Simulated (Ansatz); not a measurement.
# Rh under pressure: fit and missing row

Rh, P6_3/mmc, a = 2.711 Å, c = 8.843 Å. This isn't the element's structure at ambient conditions. Ansatz: PBE, PAW, 420 eV, Γ-centred 18×18×6 mesh on 4 atoms, Gaussian smearing 0.10 eV; no spin polarisation. Cell and atoms are relaxed at each pressure, and no other structure is tried, so the rows at high pressure may lie past a change of phase.

| V (Å³/atom) | P (GPa) |
| --- | --- |
| ? | 60.00 |
| 12.827 | 30.05 |
| 13.365 | 15.02 |
| 13.668 | 8.00 |
| 13.911 | 3.00 |
| 14.070 | 0.00 |
| 14.240 | -2.99 |

Q: Take V0 = 14.070 Å³/atom, fit the third-order Birch–Murnaghan form to the other rows, and predict the missing volume.

A: With the Eulerian strain f = ½[(V0/V)^(2/3) − 1] and y = P/[3f(1 + 2f)^(5/2)], the form is the line y = B0 + 1.5 B0 (B0′ − 4) f. Rows (f, y): 0.03180, 270.0; 0.01743, 263.7; 0.00976, 260.3; 0.00380, 258.2; -0.00399, 254.8. Means f = 0.01176, y = 261.40; Σ(Δf)² = 0.0007492, ΣΔfΔy = 0.3170; the slope is their ratio. y = 256.4 + 423.1 f GPa, so B0 = 256.4 GPa and B0′ = 4 + 2 × (423.1)/(3 × 256.4) = 5.10. P = 60.00 GPa is met at f = 0.05507 (y = 279.70), so V = V0 (1 + 2f)^(−3/2) = 12.029 Å³/atom. The run gave 12.028 Å³/atom, so the fit is 0.001 Å³/atom too high, a small miss on the scale of the series. The form still works here, 91 % of the fitted range beyond its end.